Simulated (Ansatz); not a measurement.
Runs of Ansatz 0.2.0 on Sn. Symmetry: Fd-3m, No. 227, cubic system. The conventional cell has a = 6.467 Å, b = 6.467 Å, c = 6.467 Å, α = 90.00°, β = 90.00°, γ = 90.00°. Around Sn (site symmetry -43m) lie 4 Sn at 2.80 Å. This isn't the form of Sn at room conditions, which is tetragonal (white tin).

| task | level | cell | k mesh | cutoff (eV) | q mesh | points for each segment of the path | gap on the mesh (eV) | pressure (GPa) |
| --- | --- | --- | --- | --- | --- | --- | --- | --- |
| relaxation of cell and atoms | BPBE | relaxed | 7 × 7 × 7 | 420 | - | - | - | 0.0 |
| phonons | PBEsol | as given | 6 × 6 × 6 | 420 | 2 × 2 × 2 | 8 | none | - |
| band structure | m-r2SCAN | as given | 7 × 7 × 7 | 500 | - | 14 | none | 2.2 |
| band structure | LDA | as given | 7 × 7 × 7 | 420 | - | 14 | none | (a) |
| band structure | revPBE | as given | 7 × 7 × 7 | 420 | - | 14 | none | 4.8 |
| band structure | PBEsol | as given | 7 × 7 × 7 | 420 | - | 14 | none | 1.5 |

Alike in all rows: potentials or basis Ansatz PAW; no spin polarisation; smearing fermi-dirac 0.05 eV.

Task: Fill in the values left out.

Result: (a) 0.2.

Caveats: the PAW data sets come from PBE, with cores solved anew for the run's functional, which leaves a small shift of forces and pressure; spin-orbit coupling is left out, which moves the levels of the heavy elements (some runs); the plane-wave basis is chosen anew once the cell has moved, so the energies of steps on either side of that aren't comparable (some runs).

A k mesh can miss the band edges, and the runs leave out spin-orbit coupling on Sn.

A gap of «none» marks a metal or a gap under the smearing width.

Runs at the PBE level aren't shown here.
